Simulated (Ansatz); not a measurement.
The structure comes from a relaxation in the same program, started in the fluorite type, and has space group Fm-3m. Whether it is a known phase or the ground state wasn't checked.

An input for BaF$_{2}$: DFT, PBE, PAW with Ansatz's default frozen-core files, scalar-relativistic (Ansatz 0.2.0).

```yaml
crystal:
  lattice:
    - [0.0, 3.122347431, 3.122347431]
    - [3.122347431, 0.0, 3.122347431]
    - [3.122347431, 3.122347431, 0.0]
  atoms:
    - { symbol: Ba, position: [0.0, 0.0, 0.0] }
    - { symbol: F, position: [0.25, 0.25, 0.25] }
    - { symbol: F, position: [0.75, 0.75, 0.75] }
kpoints:
  mp_grid: { grid: [11, 11, 11] }
  band_path:
    path:
      - [0.0, 0.0, 0.0]
      - [0.5, 0.0, 0.5]
      - [0.625, 0.25, 0.625]
      - [0.375, 0.375, 0.75]
      - [0.0, 0.0, 0.0]
      - [0.5, 0.5, 0.5]
      - [0.5, 0.25, 0.75]
      - [0.5, 0.0, 0.5]
    npoints: 8
scf:
  occupations: { method: fermi_dirac, width: 0.05 }
hamiltonian:
  xc: pbe
  pseudopotentials: { kind: paw }
output:
  forces: true
  stress: true
  eigenvalues: true
  efg: { contact_densities: true }
  populations: true
  bader: true
  dos: { projected: true, de: 0.2, e_range: [-14, 8] }
```

Set-up and iterations as logged by Ansatz (the results part is left out, to be predicted):

```
Engine: ansatz 0.2.0
Pseudopotentials: kind: paw
Pseudopotential: Ba, paw, valence charge 10, recommended cutoff 420 eV (normal)
Pseudopotential: F, paw, valence charge 7, recommended cutoff 420 eV (normal)
Functional definition: PBE
  parameter kappa = 0.804
  parameter beta = 0.06672455060314922
  exchange = pbe_x(kappa = kappa, mu = beta*pi^2/3)
  correlation = pbe_c(beta = beta)
Crystal: 3 atoms, lattice volume = 60.880 Å³
Basis set: ecut = 420 eV, 1243 PW (Γ), exchange–correlation on 60×60×60 points (8 copies of the dense FFT grid, shifted against one another)
Bands: 16, of which v1, the nominal top of the filled ones, is band 12 counted from 1 (11 counted from 0)
Symmetry: 48 space group operations
Space group: Fm-3m (ITA 225), of the structure as read, at distance tolerance 3.9e-5 Å
k-points: 56 of 1331
Non-local potential: Ba, projectors of the file, l = 0: 3, l = 1: 2, l = 2: 2, l = 3: 2
Non-local potential: F, projectors of the file, l = 0: 2, l = 1: 2, l = 2: 1
PAW form: soft (Blöchl's): semilocal exchange-correlation on the pseudo side does not see the compensation charge
PAW one-centre angular grid: Ba, 194 points (default); XC on 64 Gauss nodes
PAW one-centre angular grid: F, 110 points (default); XC on 64 Gauss nodes
Initial density: superposition of atomic densities (neutral atoms: chi_scale 0, normalization atom), corrected by the library's trained network
Initial wavefunctions: pseudopotential atomic-orbital guess
Functional: x = pbe(κ = 0.804, μ = 0.2195149727645171), c = pbe(β = 0.06672455060314922)
SCF iter   1: F=—  HF=-7572.408816 eV  |F-HF|=—  |Δ(HF+E_count)|=         —  Δρ=7.17e-4  dr2=2.98e-4  ethr=1.77e-3  ⟨swp⟩=7.8  Hψ=6216  notcnv=0
SCF iter   2: F=—  HF=-7572.409402 eV  |F-HF|=—  |Δ(HF+E_count)|=   5.86e-4  Δρ=1.05e-3  dr2=4.41e-4  ethr=1.24e-6  ⟨swp⟩=2.0  Hψ=2108  notcnv=0
SCF iter   3: F=—  HF=-7572.409347 eV  |F-HF|=—  |Δ(HF+E_count)|=   5.53e-5  Δρ=2.53e-4  dr2=2.76e-5  ethr=1.24e-6  ⟨swp⟩=2.0  Hψ=1231  notcnv=0
SCF iter   4: F=—  HF=-7572.409528 eV  |F-HF|=—  |Δ(HF+E_count)|=   1.82e-4  Δρ=1.68e-4  dr2=1.52e-5  ethr=1.15e-7  ⟨swp⟩=2.1  Hψ=1587  notcnv=0
SCF iter   5: F=—  HF=-7572.409526 eV  |F-HF|=—  |Δ(HF+E_count)|=   2.79e-6  Δρ=7.40e-5  dr2=2.75e-6  ethr=6.33e-8  ⟨swp⟩=2.4  Hψ=1186  notcnv=0
SCF iter   6: F=—  HF=-7572.409525 eV  |F-HF|=—  |Δ(HF+E_count)|=   5.58e-7  Δρ=2.98e-5  dr2=4.78e-7  ethr=1.15e-8  ⟨swp⟩=2.4  Hψ=1139  notcnv=0
SCF iter   7: F=-7572.409525 eV  HF=-7572.409525 eV  |F-HF|=2.39e-8  |Δ(HF+E_count)|=   1.23e-7  Δρ=7.02e-6  dr2=2.68e-8  ethr=4.17e-10  ⟨swp⟩=3.3  Hψ=3891  notcnv=0
```

Question: What pressure will this run report?

Answer: 0.05 GPa (positive in compression).

Question: Is there a band gap?

Answer: 6.73 eV, indirect from the line K (0.375, 0.375, 0.75)–Γ to Γ.
